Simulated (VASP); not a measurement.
# ZnS (P6_3mc) in VASP: further runs

The runs below take ZnS through single point, with r2SCAN.

Program: VASP 6.6.1. These are calculated values, not measurements. Logs are shortened: lines on timing, memory, paths and dates and some standing lists are left out, and cuts for length are marked.

**Experimental background.**

From a printed reference work, monograph, for a bulk crystal of ZnS at 4 K: band gap 3.911 eV (direct).

The runs below are set against these values where they give the same quantity.

### Step 1. The cell of the first run

The structure is hexagonal, space group P6_3mc (No. 186). Conventional cell: a = 3.805 Å, b = 3.805 Å, c = 6.244 Å, α = 90.00°, β = 90.00°, γ = 120.00°. Zn (site symmetry 3m) has 4 S at 2.33 to 2.34 Å within 3.1 Å. Within 3.1 Å of S (site symmetry 3m) lie 4 Zn at 2.33 to 2.34 Å.

### Step 2. Single point, r2SCAN

POSCAR

```
ZnS
1.0
    3.8054275129      0.0000000000      0.0000000000
   -1.9027137565      3.2955968985      0.0000000000
    0.0000000000      0.0000000000      6.2440175566
Zn S
2 2
Direct
    0.3333333333      0.6666666667      0.0053397759
    0.6666666667      0.3333333333      0.5053397759
    0.3333333333      0.6666666667      0.3796602241
    0.6666666667      0.3333333333      0.8796602241
```

INCAR.step1

```
PREC = Accurate
ENCUT = 520
ISMEAR = -1
SIGMA = 0.02
LREAL = F
LASPH = T
NELM = 100
NBANDS = 26
GGA = PE
ALGO = Normal
EDIFF = 1E-4
LWAVE = T
LCHARG = F
```

INCAR.step2

```
PREC = Accurate
ENCUT = 520
EDIFF = 1E-6
ISMEAR = -1
SIGMA = 0.02
LREAL = F
LASPH = T
NELM = 100
ALGO = Normal
ISIF = 2
LWAVE = F
LCHARG = F
METAGGA = R2SCAN
LMIXTAU = T
NBANDS = 26
ISTART = 1
```

KPOINTS

```
Automatic mesh
0
Gamma
  12 12 4
```

Potentials or basis: VASP PAW PBE potentials, release 64 (Zn, S).

Command:

```bash
cat potpaw_PBE.64/Zn/POTCAR potpaw_PBE.64/S/POTCAR > POTCAR
cp INCAR.step1 INCAR
mpirun -np 1 vasp_std > vasp.out
cp INCAR.step2 INCAR
mpirun -np 1 vasp_std > vasp.out
```

OUTCAR:

```text
PREC = Accurate
   ENCUT = 520
   EDIFF = 1E-6
   ISMEAR = -1
   LREAL = F
   LASPH = T
   NELM = 100
   ISIF = 2
   METAGGA = R2SCAN
   ISTART = 1

 ion  position               nearest neighbor table
   1  0.333  0.667  0.005-   4 2.33   4 2.33   4 2.33   3 2.34
   2  0.667  0.333  0.505-   3 2.33   3 2.33   3 2.33   4 2.34
   3  0.333  0.667  0.380-   2 2.33   2 2.33   2 2.33   1 2.34
   4  0.667  0.333  0.880-   1 2.33   1 2.33   1 2.33   2 2.34

  LATTYP: Found a hexagonal cell.
 ALAT       =     3.8054275129
 C/A-ratio  =     1.6408189449

  Lattice vectors:

 A1 = (   3.8054275129,   0.0000000000,   0.0000000000)
 A2 = (  -1.9027137565,   3.2955968985,   0.0000000000)
 A3 = (   0.0000000000,   0.0000000000,   6.2440175566)

Analysis of symmetry for initial positions (statically):
=====================================================================
 Subroutine PRICEL returns:
 Original cell was already a primitive cell.

 Routine SETGRP: Setting up the symmetry group for a
 hexagonal supercell.

 Subroutine GETGRP returns: Found 12 space group operations
 (whereof  6 operations were pure point group operations)
 out of a pool of 24 trial point group operations.

The static configuration has the point symmetry C_3v.
 The point group associated with its full space group is C_6v.

Analysis of symmetry for dynamics (positions and initial velocities):
=====================================================================
 Subroutine PRICEL returns:
 Original cell was already a primitive cell.

 Routine SETGRP: Setting up the symmetry group for a
 hexagonal supercell.

 Subroutine GETGRP returns: Found 12 space group operations
 (whereof  6 operations were pure point group operations)
 out of a pool of 24 trial point group operations.

The dynamic configuration has the point symmetry C_3v.
 The point group associated with its full space group is C_6v.

 Subroutine INISYM returns: Found 12 space group operations
 (whereof  6 operations are pure point group operations),
 and found     1 'primitive' translations

----------------------------------------------------------------------------------------

                                     Primitive cell

  volume of cell :      78.3072

  direct lattice vectors                    reciprocal lattice vectors
     3.805427513  0.000000000  0.000000000     0.262782564  0.151717584  0.000000000
    -1.902713757  3.295596898  0.000000000     0.000000000  0.303435168  0.000000000
     0.000000000  0.000000000  6.244017557     0.000000000  0.000000000  0.160153297

  length of vectors
     3.805427513  3.805427513  6.244017557     0.303435168  0.303435168  0.160153297

  position of ions in fractional coordinates (direct lattice)
     0.333333333  0.666666667  0.005339776
     0.666666667  0.333333333  0.505339776
     0.333333333  0.666666667  0.379660224
     0.666666667  0.333333333  0.879660224

  ion indices of the primitive-cell ions
   primitive index   ion index
                 1           1
                 2           2
                 3           3
                 4           4

----------------------------------------------------------------------------------------

 KPOINTS: Automatic mesh

Automatic generation of k-mesh.
 Grid dimensions read from file:
 generate k-points for:   12   12    4

 Generating k-lattice:

  Cartesian coordinates                     Fractional coordinates (reciprocal lattice)
     0.021898547  0.012643132  0.000000000     0.083333333 -0.000000000  0.000000000
     0.000000000  0.025286264  0.000000000     0.000000000  0.083333333  0.000000000
     0.000000000  0.000000000  0.040038324     0.000000000  0.000000000  0.250000000

  Length of vectors
     0.025286264  0.025286264  0.040038324

  Shift w.r.t. Gamma in fractional coordinates (k-lattice)
     0.000000000  0.000000000  0.000000000

 Subroutine IBZKPT returns following result:
 ===========================================

 Found     57 irreducible k-points:

 Following reciprocal coordinates:
            Coordinates               Weight
  0.000000  0.000000  0.000000      1.000000
  0.083333 -0.000000  0.000000      6.000000
  0.166667  0.000000  0.000000      6.000000
  0.250000  0.000000  0.000000      6.000000
  0.333333  0.000000  0.000000      6.000000
  0.416667  0.000000  0.000000      6.000000
[... 16 lines left out ...]
  0.250000  0.000000  0.250000     12.000000
  0.333333  0.000000  0.250000     12.000000
 [... further k-points ...]
   k-points           NKPTS =     57   k-points in BZ     NKDIM =     57   number of bands    NBANDS=     26
   number of dos      NEDOS =    301   number of ions     NIONS =      4
   total plane-waves  NPLWV =  37632
   dimension x,y,z NGX =    28 NGY =   28 NGZ =   48
   dimension x,y,z NGXF=    56 NGYF=   56 NGZF=   96
   ions per type =               2   2
   NGX,Y,Z   is equivalent  to a cutoff of  12.23, 12.23, 12.78 a.u.
   NGXF,Y,Z  is equivalent  to a cutoff of  24.46, 24.46, 25.56 a.u.
 SYSTEM =  unknown system
   PREC   = accura    normal or accurate (medium, high low for compatibility)
   ISTART =      1    job   : 0-new  1-cont  2-samecut
   ICHARG =      0    charge: 1-file 2-atom 10-const
   ISPIN  =      1    spin polarized calculation?
   LNONCOLLINEAR =      F non collinear calculations
   LSORBIT =      F    spin-orbit coupling
   LASPH  =      T    aspherical Exc in radial PAW
   ENCUT  =  520.0 eV  38.22 Ry    6.18 a.u.   7.08  7.08 11.61*2*pi/ulx,y,z
   NELM   =    100;   NELMIN=  2; NELMDL=  0     # of ELM steps
   EDIFF  = 0.1E-05   stopping-criterion for ELM
   LREAL  =      F    real-space projection
[... 7 lines left out ...]
   TEBEG  =    0.0;   TEEND  =   0.0 temperature during run
   PSTRESS=    0.0 pullay stress
   NELECT =      36.0000    total number of electrons
   NUPDOWN=      -1.0000    fix difference up-down
   EMIN   =  10.00;   EMAX   =-10.00  energy-range for DOS
   EFERMI =   0.00;   METHOD = LEGACY
   ISMEAR =    -1;   SIGMA  =   0.02  broadening in eV -4-tet -1-fermi 0-gaus
   EFERMI_NEDOS =   21; number of points for ismear=-14 and -15
   IALGO  =     38    algorithm
   IMIX   =      4    mixing-type and parameters
     AMIX     =   0.40;   BMIX     =  1.00
     AMIX_MAG =   1.60;   BMIX_MAG =  1.00
  volume/ion in A,a.u.               =      19.58       132.11
  Fermi-wavevector in a.u.,A,eV,Ry     =   1.263500  2.387668 21.720766  1.596431
  Thomas-Fermi vector in A             =   2.396853
   LORBIT       =      0    0 simple, 1 ext, 2 COOP (PROOUT), +10 PAW based schemes
   METAGGA = R2SCAN    functional components
   LHFCALC =     F    Hartree Fock is set to
   AEXX    =    0.0000 exact exchange contribution
   IVDW    =     0    specifies the selected vdW correction
   LEPSILON=     F    determine dielectric tensor
   LRPA    =     F    only Hartree local field effects (RPA)
 non-spin polarized calculation
  energy-cutoff  :      520.00
  volume of cell :       78.31
 maximum number of plane-waves:      2130
   NGX = 15   NGY = 15   NGZ = 23

 number of electron      35.9999994 magnetization

 Free energy of the ion-electron system (eV)
  ---------------------------------------------------
  ext. energy  EPLUGINS =         0.00000000
  ---------------------------------------------------
  free energy    TOTEN  =       -37.72374041 eV

  energy without entropy =      -37.72374041  energy(sigma->0) =      -37.72374041

 E-fermi :   2.3094     XC(G=0): -10.3158

 val. band max:        1.9229793059   @ k =   0.0000   0.0000   0.0000
 cond. band min:       4.7134367949   @ k =   0.0000   0.0000   0.0000
 fundamental gap:      2.7904574889
 Fermi energy:         2.3093637965

 k-point     1 :       0.0000    0.0000    0.0000
  band No.  band energies     occupation
      1     -11.8338      2.00000
      2     -10.8724      2.00000
      3      -4.6136      2.00000
      4      -4.5995      2.00000
      5      -4.5995      2.00000
      6      -4.5083      2.00000
[... 18 lines left out ...]
     25      10.1613      0.00000
     26      11.7907      0.00000

 k-point     2 :       0.0833   -0.0000    0.0000
  band No.  band energies     occupation
      1     -11.7850      2.00000
      2     -10.8448      2.00000
      3      -4.6089      2.00000
      4      -4.5968      2.00000
      5      -4.5893      2.00000
      6      -4.5029      2.00000
[... 18 lines left out ...]
     25      10.3869      0.00000
     26      11.4240      0.00000

 k-point     3 :       0.1667    0.0000    0.0000
  band No.  band energies     occupation
      1     -11.6454      2.00000
      2     -10.7701      2.00000
      3      -4.6104      2.00000
      4      -4.5740      2.00000
      5      -4.5630      2.00000
      6      -4.4817      2.00000
[... 18 lines left out ...]
     25      10.6705      0.00000
     26      11.0100      0.00000

 k-point     4 :       0.2500    0.0000    0.0000
  band No.  band energies     occupation
      1     -11.4357      2.00000
      2     -10.6724      2.00000
      3      -4.6077      2.00000
      4      -4.5442      2.00000
      5      -4.5308      2.00000
      6      -4.4321      2.00000
[... 18 lines left out ...]
     25      11.0419      0.00000
     26      11.3458      0.00000

 k-point     5 :       0.3333    0.0000    0.0000
  band No.  band energies     occupation
      1     -11.1937      2.00000
      2     -10.5876      2.00000
      3      -4.5935      2.00000
      4      -4.5049      2.00000
      5      -4.5044      2.00000
      6      -4.3492      2.00000
[... 18 lines left out ...]
     25      11.1367      0.00000
     26      12.3436      0.00000

 k-point     6 :       0.4167    0.0000    0.0000
  band No.  band energies     occupation
      1     -10.9787      2.00000
      2     -10.5495      2.00000
      3      -4.5813      2.00000
      4      -4.4893      2.00000
      5      -4.4302      2.00000
      6      -4.2950      2.00000
[... 427 lines left out ...]
 k-point    21 :       0.0833   -0.0000    0.2500
  band No.  band energies     occupation
      1     -11.6651      2.00000
      2     -11.0038      2.00000
      3      -4.6195      2.00000
      4      -4.5816      2.00000
      5      -4.5789      2.00000
      6      -4.5225      2.00000
[... 18 lines left out ...]
     25      10.0074      0.00000
     26      10.9691      0.00000

 k-point    22 :       0.1667    0.0000    0.2500
  band No.  band energies     occupation
      1     -11.5318      2.00000
      2     -10.9154      2.00000
      3      -4.6223      2.00000
      4      -4.5634      2.00000
      5      -4.5502      2.00000
      6      -4.5030      2.00000
[... 18 lines left out ...]
     25      10.6077      0.00000
     26      10.8993      0.00000

 k-point    23 :       0.2500    0.0000    0.2500
  band No.  band energies     occupation
      1     -11.3336      2.00000
      2     -10.7948      2.00000
      3      -4.6197      2.00000
      4      -4.5481      2.00000
      5      -4.5138      2.00000
      6      -4.4487      2.00000
[... 18 lines left out ...]
     25      10.9971      0.00000
     26      11.4570      0.00000

 k-point    24 :       0.3333    0.0000    0.2500
  band No.  band energies     occupation
      1     -11.1087      2.00000
      2     -10.6796      2.00000
      3      -4.6075      2.00000
      4      -4.5257      2.00000
      5      -4.4820      2.00000
      6      -4.3642      2.00000
[... 18 lines left out ...]
     25      11.3549      0.00000
     26      12.3715      0.00000

 [... further k-points ...]
[... 5 lines left out ...]
  --------------------------------------------------------------------------------------
  -------------------------------------------------------------------------------------
  Total        0.0598000      0.0598000      0.0392264     -0.0000000      0.0000000      0.0000000
  in kB        1.2235182      1.2235182      0.8025781     -0.0000000      0.0000000      0.0000000
  external PRESSURE =       1.0832049 kB  Pullay stress =       0.0000000 kB

 VOLUME and BASIS-vectors are now :
 -----------------------------------------------------------------------------
  energy-cutoff  :      520.00
  volume of cell :       78.31
      direct lattice vectors                 reciprocal lattice vectors
     3.805427513  0.000000000  0.000000000     0.262782564  0.151717584  0.000000000
    -1.902713757  3.295596898  0.000000000     0.000000000  0.303435168  0.000000000
     0.000000000  0.000000000  6.244017557     0.000000000  0.000000000  0.160153297

 POSITION                                       TOTAL-FORCE (eV/Angst)
 -----------------------------------------------------------------------------------
     -0.00000      2.19706      0.03334         0.000000      0.000000      0.005498
      1.90271      1.09853      3.15535        -0.000000     -0.000000      0.005498
     -0.00000      2.19706      2.37061         0.000000     -0.000000     -0.005498
      1.90271      1.09853      5.49261         0.000000      0.000000     -0.005498
 -----------------------------------------------------------------------------------
    total drift:                               -0.000000      0.000000      0.012182

  FREE ENERGIE OF THE ION-ELECTRON SYSTEM (eV)
  ---------------------------------------------------
  free  energy   TOTEN  =       -37.7237404112 eV

  energy  without entropy=      -37.7237404112  energy(sigma->0) =      -37.72374041
```

It took 4.9 min on 1 thread of Intel Xeon Platinum 8488C (Sapphire Rapids), shared host; peak memory 0.25 GiB.

Results:

```
Free energy            : -37.7237 eV
Pressure               : 0.1 GPa
Largest force          : 0.005 eV/Å
Band gap on the k mesh : 2.79 eV
```

Forces on the atoms (eV/Å):
```
Zn   0.000  0.000  0.005
Zn   0.000  0.000  0.005
S    0.000  0.000 -0.005
S    0.000  0.000 -0.005
```

Levels at points of the mesh, in eV from the valence-band top:
```csv
k point,band 15,band 16,band 17,band 18,band 19,band 20,band 21,band 22
"(0.00, 0.00, 0.00)",-0.92,-0.08,0.00,0.00,2.79,3.62,6.80,6.80
"(0.50, 0.00, 0.00)",-3.36,-2.31,-1.73,-0.91,4.04,4.78,5.45,7.37
"(0.00, 0.00, 0.50)",-0.48,-0.48,-0.48,-0.48,4.11,4.11,7.26,7.26
"(0.50, 0.00, 0.50)",-1.68,-1.68,-1.66,-1.66,3.96,3.96,5.66,5.66
```

Caveat: the PAW data sets were made with another functional, which shifts forces and pressure a little.

### Step 3. Single point, r2SCAN

POSCAR is that of step 2.

INCAR.step1

```
PREC = Accurate ; ENCUT = 520
ISMEAR = 0 ; SIGMA = 0.01
LREAL = F ; LASPH = T
NELM = 100 ; NBANDS = 26
GGA = PE ; ALGO = Normal
EDIFF = 1E-4 ; LWAVE = T
LCHARG = F
```

INCAR.step2

```
PREC = Accurate ; ENCUT = 520
EDIFF = 1E-6 ; ISMEAR = 0
SIGMA = 0.01 ; LREAL = F
LASPH = T ; NELM = 100
ALGO = Normal ; ISIF = 2
LWAVE = F ; LCHARG = T
METAGGA = R2SCAN ; LMIXTAU = T
LELF = T ; LVHAR = T
NBANDS = 26 ; ISTART = 1
```

KPOINTS

```
regular mesh
0
Gamma
  12 12 4
```

Potentials or basis: VASP PAW PBE potentials, release 64 (Zn, S).

Command:

```bash
cat potpaw_PBE.64/Zn/POTCAR potpaw_PBE.64/S/POTCAR > POTCAR
cp INCAR.step1 INCAR
mpirun -np 1 vasp_std > vasp.out
cp INCAR.step2 INCAR
mpirun -np 1 vasp_std > vasp.out
```

Wall time 4.4 min (1 thread of Intel Xeon Platinum 8488C (Sapphire Rapids), shared host); peak memory 0.26 GiB.

The run converged. Its results:

```
Free energy            : -37.7237 eV
Pressure               : 0.1 GPa
Largest force          : 0.005 eV/Å
Band gap on the k mesh : 2.79 eV
```

Forces on the atoms (eV/Å):
```
Zn   0.000  0.000  0.005
Zn   0.000  0.000  0.005
S    0.000  0.000 -0.005
S    0.000  0.000 -0.005
```

Levels at points of the mesh, in eV from the valence-band top:
```tsv
k point	band 14	band 15	band 16	band 17	band 18	band 19	band 20	band 21	band 22	band 23
(0.00, 0.00, 0.00)	-0.92	-0.92	-0.08	0.00	0.00	2.79	3.62	6.80	6.80	7.07
(0.50, 0.00, 0.00)	-4.19	-3.36	-2.31	-1.73	-0.91	4.04	4.78	5.45	7.37	8.00
(0.00, 0.00, 0.50)	-2.90	-0.48	-0.48	-0.48	-0.48	4.11	4.11	7.26	7.26	7.26
(0.50, 0.00, 0.50)	-4.96	-1.68	-1.68	-1.66	-1.66	3.96	3.96	5.66	5.66	9.38
```

Caveat: the PAW data sets were made with another functional, which shifts forces and pressure a little.

### Step 4. How close it comes

Step 2. Against the measured gap of ZnS, 3.911 eV (direct; 4 K; a printed reference work, monograph), the calculated 2.79 eV is off by -1.12 eV. The value is that of r2SCAN on a finite k mesh, which can miss the band edges, without temperature or zero-point motion.

Step 3. A measured gap of ZnS is 3.911 eV (direct; 4 K; a printed reference work, monograph); the calculated 2.79 eV misses it by -1.12 eV. The value is that of r2SCAN on a finite k mesh, which can miss the band edges, without temperature or zero-point motion.
